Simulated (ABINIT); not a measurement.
ZnSe (Stilleite): relaxation of cell and atoms with LDA

ZnSe (Stilleite):

```
Se Zn
1.0
     0.00000    2.83380    2.83380
     2.83380    0.00000    2.83380
     2.83380    2.83380    0.00000
Se Zn
1 1
Direct
  0.75000 0.75000 0.75000
  0.00000 0.00000 0.00000
```

| Property | Result |
| --- | --- |
| Program | ABINIT 10.8.3 (patched build) |
| Task | relaxation of cell and atoms |
| Functional | LDA |
| Potentials or basis | PseudoDojo NC SR LDA v0.4.1 standard |
| Cutoff | 1170 eV |
| k mesh | 6 × 6 × 6 |
| Occupations | fermi-dirac, width 0.05 eV |
| Spin | no spin polarisation |
| Cell freedom (optcell) | 2 |
| Optimiser (ionmov) | 2 |
| Cutoff smearing ecutsm (Ha) | 0.5 |
| Force stop (Ha/bohr) | 2e-05 |

The relaxed volume is 21.57 Å³/atom, the relaxed cell is a = 3.937 Å, b = 3.937 Å, c = 3.937 Å, α = 60.00°, β = 60.00°, γ = 60.00° and the space group after relaxing (to 0.05 Å) is F-43m (No. 216). The energy gained by relaxing is 13.2 meV/atom and the ionic steps are 5. The pressure after relaxing is 0.0 GPa. The band gap on the k mesh is 1.25 eV, direct.

The path:
```csv
step,energy change (eV),largest force (eV/Å),pressure (GPa),volume (Å³)
1,0.0000,0.0000,-3.40,45.51
2,-0.0091,0.0000,-2.80,45.04
3,-0.0263,0.0000,0.26,42.99
4,-0.0265,0.0000,-0.02,43.15
5,-0.0265,0.0000,0.00,43.14
```

Final structure:
```xyz
2
Lattice="0.0000 2.7837 2.7837 2.7837 0.0000 2.7837 2.7837 2.7837 0.0000" Properties=species:S:1:pos:R:3 pbc="T T T"
Se    4.1755    4.1755    4.1755
Zn    0.0000    0.0000    0.0000
```

Wall time 4.1 min on 1 thread of Intel(R) Xeon(R) 6975P-C (Granite Rapids) (shared host), peak memory 0.11 GiB.

A k mesh can miss the band edges. Zero-point motion and thermal expansion aren't in these numbers.
